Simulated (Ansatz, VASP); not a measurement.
# Rh: VASP beside Ansatz

Contents of INCAR:

```
  PREC = Accurate
  ENCUT = 520
  EDIFF = 1E-7
  ISMEAR = -1
  SIGMA = 0.08
  LREAL = F
  LASPH = T
  NELM = 80
  ALGO = Normal
  ISIF = 2
  LWAVE = F
  LCHARG = F
  GGA = PE
  NBANDS = 14
```

File KPOINTS:

```
Automatic mesh
0
Gamma
  14 14 14
```

File POSCAR:

```
Rh
1.0
    2.5190422513      0.0000000000      0.0000000000
    0.0000000000      2.5190422513      0.0000000000
    0.0000000000      0.0000000000      2.5190422513
Rh
1
Direct
    0.0000000000      0.0000000000      0.0000000000
```

Input for Ansatz:

```yaml
crystal:
  lattice:
    - [2.5190422513, 0.0, 0.0]
    - [0.0, 2.5190422513, 0.0]
    - [0.0, 0.0, 2.5190422513]
  atoms:
    - { symbol: Rh, position: [0.0, 0.0, 0.0] }
kpoints:
  mp_grid: { grid: [14, 14, 14] }
scf:
  occupations: { method: fermi_dirac, width: 0.08 }
hamiltonian:
  xc: pbe
  pseudopotentials: { kind: all_electron, lapw: { basis_error: 0.0005 } }
output:
  forces: true
  stress: true
  eigenvalues: true
```

Change from the starting cell: volume scaled by 0.98.

Alike in both runs: task single point; functional PBE; k mesh 14 × 14 × 14; occupations fermi-dirac, width 0.08 eV; no spin polarisation.

|  | VASP | Ansatz |
| --- | --- | --- |
| version | VASP 6.6.1 | Ansatz 0.2.0 |
| potentials or method | VASP PAW PBE potentials, release 64 (Rh_pv) | all-electron LAPW, scalar-relativistic |
| plane-wave cutoff (eV) | 520 | see its input |

|  | VASP | Ansatz | Ansatz less VASP |
| --- | --- | --- | --- |
| pressure (GPa) | 3.9 | 3.8 | -0.09 |

Ansatz ran all-electron here, so the differences hold the error of VASP's frozen core and of both bases.
